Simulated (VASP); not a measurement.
## VASP 6.6.1 run: LiH

INCAR

```
LCHARG = .FALSE.
EDIFF = 1E-7
ISMEAR = -1
LWAVE = .FALSE.
EDIFFG = 0.001
ISIF = 3
NSW = 40
GGA = PE
LREAL = .FALSE.
ENCUT = 200
IBRION = 2
LASPH = .TRUE.
SIGMA = 0.02
NBANDS = 9
NELM = 120
PREC = Accurate
```

KPOINTS

```
KPOINTS created by Atomic Simulation Environment
0
Gamma
12 12 12
0 0 0
```

POSCAR

```
Li H
 1.0000000000000000
     0.0000000000000000    1.5838140000000001    1.5838140000000001
     1.5838140000000001    0.0000000000000000    1.5838140000000001
     1.5838140000000001    1.5838140000000001    0.0000000000000000
 Li  H
   1   1
Cartesian
  0.0000000000000000  0.0000000000000000  0.0000000000000000
  1.5838140000000001  1.5838140000000001  1.5838140000000001
```

The recommended PBE PAW datasets give the neutral cell 4 valence electrons.

Command

```
mpirun -np 1 vasp_std
```

How does this run end, and what does it give?

It converged. Results: relaxed cell vector lengths 2.558, 2.558, 2.558 Å; relaxed cell volume 11.84 Å³.

OSZICAR

```
N       E                     dE             d eps       ncg     rms          rms(c)
DAV:   1    -0.697522348794E+01   -0.69752E+01   -0.86277E+02  1519   0.187E+02
DAV:   2    -0.846593660656E+01   -0.14907E+01   -0.14777E+01  1523   0.242E+01
DAV:   3    -0.847592268091E+01   -0.99861E-02   -0.99857E-02  1639   0.130E+00
DAV:   4    -0.847592472912E+01   -0.20482E-05   -0.20482E-05  1520   0.186E-02
DAV:   5    -0.847592472970E+01   -0.57716E-09   -0.57516E-09  1586   0.258E-04    0.498E+00
DAV:   6    -0.811318166994E+01    0.36274E+00   -0.15440E-01  1396   0.206E+00    0.268E+00
DAV:   7    -0.795251462759E+01    0.16067E+00   -0.28170E-01  1389   0.261E+00    0.267E-01
DAV:   8    -0.795272169340E+01   -0.20707E-03   -0.31181E-03  1446   0.378E-01    0.779E-02
DAV:   9    -0.795254283057E+01    0.17886E-03   -0.23915E-04  1482   0.737E-02    0.528E-03
DAV:  10    -0.795254552837E+01   -0.26978E-05   -0.24503E-06  1544   0.115E-02    0.146E-03
...
DAV:   1    -0.872170267988E+01   -0.74317E-01   -0.41180E-01  1381   0.407E+00    0.171E+00
DAV:   2    -0.869820381937E+01    0.23499E-01   -0.46372E-03  1325   0.478E-01    0.766E-01
DAV:   3    -0.869903847840E+01   -0.83466E-03   -0.29523E-03  1350   0.310E-01    0.495E-02
DAV:   4    -0.869924960205E+01   -0.21112E-03   -0.51390E-05  1431   0.436E-02    0.123E-02
DAV:   5    -0.869930838898E+01   -0.58787E-04   -0.20693E-06  1493   0.910E-03    0.257E-03
DAV:   6    -0.869930869023E+01   -0.30125E-06   -0.42039E-08  1285   0.121E-03    0.464E-04
DAV:   7    -0.869931020871E+01   -0.15185E-05   -0.52493E-09   708   0.440E-04    0.871E-05
DAV:   8    -0.869931053119E+01   -0.32249E-06   -0.27240E-10   688   0.122E-04    0.247E-05
DAV:   9    -0.869931056851E+01   -0.37322E-07   -0.41788E-11   672   0.369E-05
   4 F= -.86993106E+01 E0= -.86993106E+01  d E =-.746765E+00
```

| ionic step | ΔE (meV/atom) | volume (Å³) | largest force (eV/Å) | pressure (GPa) | electronic steps |
| --- | --- | --- | --- | --- | --- |
| 1 | 0.0 | 7.95 | 0.000 | 77.01 | 13 |
| 2 | -333.8 | 10.35 | 0.000 | 19.10 | 10 |
| 3 | -347.4 | 13.10 | 0.000 | -11.89 | 10 |
| 4 | -373.4 | 11.84 | 0.000 | -0.63 | 9 |

These settings aren't sound, so the numbers aren't properties of the crystal. The volume moved far on the plane waves of the start cell, so a restart from CONTCAR is due.

On sound settings the PBE relaxation ends at 16.01 Å³.
